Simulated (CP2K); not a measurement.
Runs of CP2K 2026.2 on GaN. Symmetry: P6_3mc, No. 186, hexagonal system. The conventional cell has a = 3.180 Å, b = 3.180 Å, c = 5.166 Å, α = 90.00°, β = 90.00°, γ = 120.00°. Around Ga (site symmetry 3m) lie 4 N at 1.94 to 1.95 Å. N (site symmetry 3m) has 4 Ga at 1.94 to 1.95 Å as nearest neighbours. 

```csv
level,potentials or basis,NGRIDS,points a segment of the path (NPOINTS),bands added on the path,gap on the mesh (eV),pressure (GPa)
RPBE,"POTENTIAL_UZH Ga GTH-PBE-q13, N GTH-PBE-q5; TZVP-MOLOPT-PBE-GTH basis",4,6,4,2.03,12.2
revPBE,"POTENTIAL_UZH Ga GTH-PBE-q13, N GTH-PBE-q5; TZVP-MOLOPT-PBE-GTH basis",4,8,6,(c),(a)
BLYP,"GTH_POTENTIALS Ga GTH-BLYP-q13, N GTH-BLYP-q5; TZVP-MOLOPT-PBE-GTH basis",5,6,6,2.02,15.3
PBE,"POTENTIAL_UZH Ga GTH-PBE-q13, N GTH-PBE-q5; TZVP-MOLOPT-PBE-GTH basis",4,8,2,1.94,9.4
LDA,"GTH_POTENTIALS Ga GTH-PADE-q13, N GTH-PADE-q5; TZVP-MOLOPT-PBE-GTH basis",4,6,2,1.92,(b)
```

Alike in all rows: task band structure; no spin polarisation; cell as given; k mesh 10 × 10 × 5; smearing fermi-dirac 0.05 eV.

Task: Estimate the missing entries.

Result: (a) 11.4; (b) -2.0; (c) 2.01.

Caveats: the basis of atomic orbitals isn't converged, which shifts pressures, moduli and gaps; the potentials were made for another functional, which shifts forces and pressure (some runs); so large a pressure means that the cell lies far from this level's equilibrium, or that cutoff or potentials fall short (some runs).

A k mesh can miss the band edges, and the runs leave out spin-orbit coupling on Ga.

Not every run made on this cell is shown here.
